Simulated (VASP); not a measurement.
# Ru (P6_3/mmc) in VASP: further runs, part 3 of 3

VASP 6.6.1. The steps go on from the part before.

## Step 4: Relaxation of cell and atoms, LDA

Input file INCAR:

```
ALGO = Normal
EDIFF = 1E-6
EDIFFG = -0.01
ENCUT = 600
IBRION = 2
ISIF = 3
ISMEAR = 1
LASPH = T
LCHARG = F
LREAL = F
LWAVE = F
NELM = 80
NSW = 90
PREC = Accurate
SIGMA = 0.1
```

Input file KPOINTS:

```
k-points
0
Gamma
  15 15 9
```

Input file POSCAR:

```
Ru
1.0
    2.7058000000      0.0000000000      0.0000000000
   -1.3529000000      2.3432915376      0.0000000000
    0.0000000000      0.0000000000      4.2819000000
Ru
2
Direct
    0.3333333333      0.6666666667      0.2500000000
    0.6666666667      0.3333333333      0.7500000000
```

Potentials or basis: VASP PAW LDA potentials, release 64 (Ru_pv).

On the command line:

```bash
> cat potpaw_LDA.64/Ru_pv/POTCAR > POTCAR
> mpirun -np 1 vasp_std > vasp.out
```

OUTCAR:

```text
EDIFF = 1E-6
   EDIFFG = -0.01
   ENCUT = 600
   IBRION = 2
   ISIF = 3
   ISMEAR = 1
   LASPH = T
   LREAL = F
   NELM = 80
   NSW = 90
   PREC = Accurate

 ion  position               nearest neighbor table
   1  0.333  0.667  0.250-   2 2.65   2 2.65   2 2.65   2 2.65   2 2.65   2 2.65
   2  0.667  0.333  0.750-   1 2.65   1 2.65   1 2.65   1 2.65   1 2.65   1 2.65

  LATTYP: Found a hexagonal cell.
 ALAT       =     2.7058000000
 C/A-ratio  =     1.5824894671

  Lattice vectors:

 A1 = (   2.7058000000,   0.0000000000,   0.0000000000)
 A2 = (  -1.3529000000,   2.3432915376,   0.0000000000)
 A3 = (   0.0000000000,   0.0000000000,   4.2819000000)

Analysis of symmetry for initial positions (statically):
=====================================================================
 Subroutine PRICEL returns:
 Original cell was already a primitive cell.

 Routine SETGRP: Setting up the symmetry group for a
 hexagonal supercell.

 Subroutine GETGRP returns: Found 24 space group operations
 (whereof 12 operations were pure point group operations)
 out of a pool of 24 trial point group operations.

The static configuration has the point symmetry D_3d.
 The point group associated with its full space group is D_6h.

Analysis of symmetry for dynamics (positions and initial velocities):
=====================================================================
 Subroutine PRICEL returns:
 Original cell was already a primitive cell.

 Routine SETGRP: Setting up the symmetry group for a
 hexagonal supercell.

 Subroutine GETGRP returns: Found 24 space group operations
 (whereof 12 operations were pure point group operations)
 out of a pool of 24 trial point group operations.

The dynamic configuration has the point symmetry D_3d.
 The point group associated with its full space group is D_6h.

 Subroutine INISYM returns: Found 24 space group operations
 (whereof 12 operations are pure point group operations),
 and found     1 'primitive' translations

----------------------------------------------------------------------------------------

                                     Primitive cell

  volume of cell :      27.1493

  direct lattice vectors                    reciprocal lattice vectors
     2.705800000  0.000000000  0.000000000     0.369576465  0.213375072  0.000000000
    -1.352900000  2.343291538  0.000000000     0.000000000  0.426750144  0.000000000
     0.000000000  0.000000000  4.281900000     0.000000000  0.000000000  0.233541185

  length of vectors
     2.705800000  2.705800000  4.281900000     0.426750144  0.426750144  0.233541185

  position of ions in fractional coordinates (direct lattice)
     0.333333333  0.666666667  0.250000000
     0.666666667  0.333333333  0.750000000

  ion indices of the primitive-cell ions
   primitive index   ion index
                 1           1
                 2           2

----------------------------------------------------------------------------------------

 KPOINTS: k-points

Automatic generation of k-mesh.
 Grid dimensions read from file:
 generate k-points for:   15   15    9

 Generating k-lattice:

  Cartesian coordinates                     Fractional coordinates (reciprocal lattice)
     0.024638431  0.014225005  0.000000000     0.066666667  0.000000000  0.000000000
     0.000000000  0.028450010  0.000000000     0.000000000  0.066666667  0.000000000
[... 41 lines left out ...]
   number of dos      NEDOS =    301   number of ions     NIONS =      2
   total plane-waves  NPLWV =  20736
   dimension x,y,z NGX =    24 NGY =   24 NGZ =   36
   dimension x,y,z NGXF=    48 NGYF=   48 NGZF=   72
   ions per type =               2
   NGX,Y,Z   is equivalent  to a cutoff of  14.75, 14.75, 13.98 a.u.
   NGXF,Y,Z  is equivalent  to a cutoff of  29.49, 29.49, 27.95 a.u.
 SYSTEM =  unknown system
   PREC   = accura    normal or accurate (medium, high low for compatibility)
   ISTART =      0    job   : 0-new  1-cont  2-samecut
   ICHARG =      2    charge: 1-file 2-atom 10-const
   ISPIN  =      1    spin polarized calculation?
   LNONCOLLINEAR =      F non collinear calculations
   LSORBIT =      F    spin-orbit coupling
   LASPH  =      T    aspherical Exc in radial PAW
   ENCUT  =  600.0 eV  44.10 Ry    6.64 a.u.   5.40  5.40  8.55*2*pi/ulx,y,z
   NELM   =     80;   NELMIN=  2; NELMDL= -5     # of ELM steps
   EDIFF  = 0.1E-05   stopping-criterion for ELM
   LREAL  =      F    real-space projection
   EDIFFG = -.1E-01   stopping-criterion for IOM
   NSW    =     90    number of steps for IOM
   IBRION =      2    ionic relax: 0-MD 1-quasi-New 2-CG
   NFREE  =      1    steps in history (QN), initial steepest desc. (CG)
   ISIF   =      3    stress and relaxation
   ISYM   =      2    0-nonsym 1-usesym 2-fastsym
   POTIM  = 0.5000    time-step for ionic-motion
   TEBEG  =    0.0;   TEEND  =   0.0 temperature during run
   PSTRESS=    0.0 pullay stress
   NELECT =      28.0000    total number of electrons
   NUPDOWN=      -1.0000    fix difference up-down
   EMIN   =  10.00;   EMAX   =-10.00  energy-range for DOS
   EFERMI =   0.00;   METHOD = LEGACY
   ISMEAR =     1;   SIGMA  =   0.10  broadening in eV -4-tet -1-fermi 0-gaus
   EFERMI_NEDOS =   21; number of points for ismear=-14 and -15
   IALGO  =     38    algorithm
   IMIX   =      4    mixing-type and parameters
     AMIX     =   0.40;   BMIX     =  1.00
     AMIX_MAG =   1.60;   BMIX_MAG =  1.00
  volume/ion in A,a.u.               =      13.57        91.61
  Fermi-wavevector in a.u.,A,eV,Ry     =   1.654022  3.125649 37.222674  2.735789
  Thomas-Fermi vector in A             =   2.742361
   LORBIT       =      0    0 simple, 1 ext, 2 COOP (PROOUT), +10 PAW based schemes
   GGA     = CA    functional components
   LHFCALC =     F    Hartree Fock is set to
   AEXX    =    0.0000 exact exchange contribution
   IVDW    =     0    specifies the selected vdW correction
   LEPSILON=     F    determine dielectric tensor
   LRPA    =     F    only Hartree local field effects (RPA)
 conjugate gradient relaxation of ions
 non-spin polarized calculation
 Methfessel and Paxton  Order N= 1 SIGMA  =   0.10
  energy-cutoff  :      600.00
  volume of cell :       27.15
 maximum number of plane-waves:       935
 NGX is ok and might be reduce to    24
   NGX = 11   NGY = 11   NGZ = 17

--------------------------------------- Ionic step        1  -------------------------------------------

 number of electron      28.0000002 magnetization

 Free energy of the ion-electron system (eV)
  ---------------------------------------------------
  ext. energy  EPLUGINS =         0.00000000
  ---------------------------------------------------
  free energy    TOTEN  =       -21.36172773 eV

  energy without entropy =      -21.36035049  energy(sigma->0) =      -21.36126865

------------------------ aborting loop because EDIFF is reached ----------------------------------------

  FORCE on cell =-STRESS in cart. coord.  units (eV):
  Direction    XX          YY          ZZ          XY          YZ          ZX
  --------------------------------------------------------------------------------------
  -------------------------------------------------------------------------------------
  Total       -1.9444267     -1.9444267     -2.0343533     -0.0000000      0.0000000      0.0000000
  in kB     -114.7476031   -114.7476031   -120.0544920     -0.0000000      0.0000000      0.0000000
  external PRESSURE =    -116.5165661 kB  Pullay stress =       0.0000000 kB
[... 203 lines left out ...]
--------------------------------------- Ionic step        7  -------------------------------------------

 number of electron      27.9999993 magnetization

 Free energy of the ion-electron system (eV)
  ---------------------------------------------------
  ext. energy  EPLUGINS =         0.00000000
  ---------------------------------------------------
  free energy    TOTEN  =       -21.39593244 eV

  energy without entropy =      -21.39451969  energy(sigma->0) =      -21.39546152

 E-fermi :  13.3092     XC(G=0): -14.5916

 val. band max:       13.3051268707   @ k =   0.2667   0.0000   0.3333
 cond. band min:      13.3390636888   @ k =   0.4667   0.0667   0.3333
 fundamental gap:      0.0339368181
 Fermi energy:        13.3091764670

 k-point     1 :       0.0000    0.0000    0.0000
  band No.  band energies     occupation
      1     -30.2666      2.00000
      2     -29.2100      2.00000
      3     -29.2100      2.00000
      4     -29.0182      2.00000
      5     -29.0182      2.00000
      6     -28.9672      2.00000
[... 481 lines left out ...]
      5     -29.3690      2.00000
      6     -29.3464      2.00000
[... 10 lines left out ...]
     17      18.9027      0.00000
     18      20.3890      0.00000

 [... further k-points ...]
[... 5 lines left out ...]
  --------------------------------------------------------------------------------------
  -------------------------------------------------------------------------------------
  Total       -0.0196224     -0.0196224      0.0060063      0.0000000      0.0000000      0.0000000
  in kB       -1.1979595     -1.1979595      0.3666850      0.0000000      0.0000000      0.0000000
  external PRESSURE =      -0.6764113 kB  Pullay stress =       0.0000000 kB
[... 17 lines left out ...]
  FREE ENERGIE OF THE ION-ELECTRON SYSTEM (eV)
  ---------------------------------------------------
  free  energy   TOTEN  =       -21.3959324380 eV

  energy  without entropy=      -21.3945196853  energy(sigma->0) =      -21.39546152

 reached required accuracy - stopping structural energy minimisation
```

OSZICAR:

```text
N       E                     dE             d eps       ncg     rms          rms(c)
DAV:   1     0.306488524917E+03    0.30649E+03   -0.19477E+04  4868   0.193E+03
DAV:   2    -0.153765198562E+02   -0.32187E+03   -0.31595E+03  5154   0.523E+02
DAV:   3    -0.227677217149E+02   -0.73912E+01   -0.71199E+01  5152   0.841E+01
DAV:   4    -0.228608597100E+02   -0.93138E-01   -0.92509E-01  5800   0.775E+00
[... 52 lines left out ...]
DAV:   1    -0.213964848101E+02   -0.60303E-03   -0.15330E-02  4902   0.134E+00    0.189E-01
DAV:   2    -0.213959721456E+02    0.51266E-03   -0.12611E-03  4924   0.386E-01    0.440E-02
DAV:   3    -0.213959317681E+02    0.40378E-04   -0.12548E-04  5086   0.100E-01    0.189E-02
DAV:   4    -0.213959320643E+02   -0.29625E-06   -0.12132E-05  6454   0.270E-02    0.562E-03
DAV:   5    -0.213959324380E+02   -0.37365E-06   -0.11273E-06  2718   0.109E-02
   7 F= -.21395932E+02 E0= -.21395462E+02  d E =-.262606E-04
```

CONTCAR:

```text
Ru
   1.00000000000000
     2.6752210175075448   -0.0000000000000000    0.0000000000000000
    -1.3376105087537724    2.3168093619382959   -0.0000000000000000
    -0.0000000000000000    0.0000000000000000    4.2341956423535532
  Ru
     2
Direct
     0.3333333332999970    0.6666666667000030    0.2500000000000000
     0.6666666667000030    0.3333333332999970    0.7500000000000000

  0.00000000E+00  0.00000000E+00  0.00000000E+00
  0.00000000E+00  0.00000000E+00  0.00000000E+00
```

Run time: 2.8 min. Hardware: 1 thread of Intel Xeon Platinum 8259CL at 2.50GHz (Skylake/Cascade Lake), shared host; peak memory 0.2 GiB.

What came out:

* Free energy: -21.3959 eV
* Relaxed volume: 13.12 Å³/atom
* Relaxed cell: a = 2.675 Å, b = 2.675 Å, c = 4.234 Å, α = 90.00°, β = 90.00°, γ = 120.00°
* Space group after relaxing (to 0.05 Å): P6_3/mmc (No. 194)
* Energy gained by relaxing: 17.1 meV/atom
* Ionic steps: 7
* Pressure after relaxing: -0.1 GPa
* Band gap on the k mesh: none (metal or under the smearing width)

Stress tensor (GPa, compression positive):
```
-0.12  0.00  0.00
 0.00 -0.12  0.00
 0.00  0.00  0.04
```

Step by step:
| step | energy change (eV) | largest force (eV/Å) | pressure (GPa) | volume (Å³) |
| --- | --- | --- | --- | --- |
| 1 | 0.0000 | 0.0000 | -11.65 | 27.15 |
| 2 | 0.3880 | 0.0000 | 54.06 | 23.45 |
| 3 | -0.0341 | 0.0000 | -0.58 | 26.28 |
| 4 | -0.0342 | 0.0000 | -0.09 | 26.24 |
| 5 | -0.0342 | 0.0000 | 0.16 | 26.23 |
| 6 | -0.0342 | 0.0000 | -0.44 | 26.27 |
| 7 | -0.0342 | 0.0000 | -0.07 | 26.24 |

Final structure:
```
Ru
1.0
     2.67522    0.00000    0.00000
    -1.33761    2.31681    0.00000
     0.00000    0.00000    4.23420
Ru
2
Direct
  0.33333 0.66667 0.25000
  0.66667 0.33333 0.75000
```

Levels at points of the mesh, in eV from the Fermi level:
| k point | band 11 | band 12 | band 13 | band 14 | band 15 | band 16 | band 17 | band 18 |
| --- | --- | --- | --- | --- | --- | --- | --- | --- |
| (0.00, 0.00, 0.00) | -2.54 | -2.01 | -2.01 | -1.44 | -1.44 | 1.28 | 1.28 | 1.36 |

LDA usually gives volumes a few per cent too small. Zero-point motion and thermal expansion aren't in these numbers.

## Step 5: Relaxation of cell and atoms, LDA

This run uses another cell than the first one, of 13.12 Å³/atom, 0.967 times its volume.

Edit INCAR of step 4 so:

```diff
@@ -1,4 +1,4 @@
 ALGO = Normal
-EDIFF = 1E-6
-EDIFFG = -0.01
+EDIFF = 1E-7
+EDIFFG = -0.005
 ENCUT = 600
```

KPOINTS is that of step 4.

Input file POSCAR:

```
Ru                                      
1.0
    2.6752210175     -0.0000000000      0.0000000000
   -1.3376105088      2.3168093619     -0.0000000000
   -0.0000000000      0.0000000000      4.2341956424
  Ru            
     2
Direct
     0.3333333332999970    0.6666666667000030    0.2500000000000000
     0.6666666667000030    0.3333333332999970    0.7500000000000000
```

On the command line:

```bash
> cat potpaw_LDA.64/Ru_pv/POTCAR > POTCAR
> mpirun -np 1 vasp_std > vasp.out
```

It took 94 s on 1 thread of Intel Xeon Platinum 8259CL at 2.50GHz (Skylake/Cascade Lake), shared host; peak memory 0.2 GiB.

The run converged. Its results:

| Property | Result |
| --- | --- |
| Free energy | -21.3950 eV |
| Relaxed volume | 13.12 Å³/atom |
| Relaxed cell | a = 2.675 Å, b = 2.675 Å, c = 4.235 Å, α = 90.00°, β = 90.00°, γ = 120.00° |
| Space group after relaxing (to 0.05 Å) | P6_3/mmc (No. 194) |
| Energy gained by relaxing | 0.0 meV/atom |
| Ionic steps | 4 |
| Pressure after relaxing | 0.0 GPa |
| Band gap on the k mesh | none (metal or under the smearing width) |

Final structure:
```
Ru
1.0
     2.67454    0.00000    0.00000
    -1.33727    2.31622    0.00000
     0.00000    0.00000    4.23509
Ru
2
Direct
  0.33333 0.66667 0.25000
  0.66667 0.33333 0.75000
```

Levels at points of the mesh, in eV from the Fermi level:
```
           k point  band 10  band 11  band 12  band 13  band 14  band 15  band 16  band 17  band 18
(0.00, 0.00, 0.00)    -2.73    -2.55    -2.01    -2.01    -1.44    -1.44     1.28     1.28     1.35
```
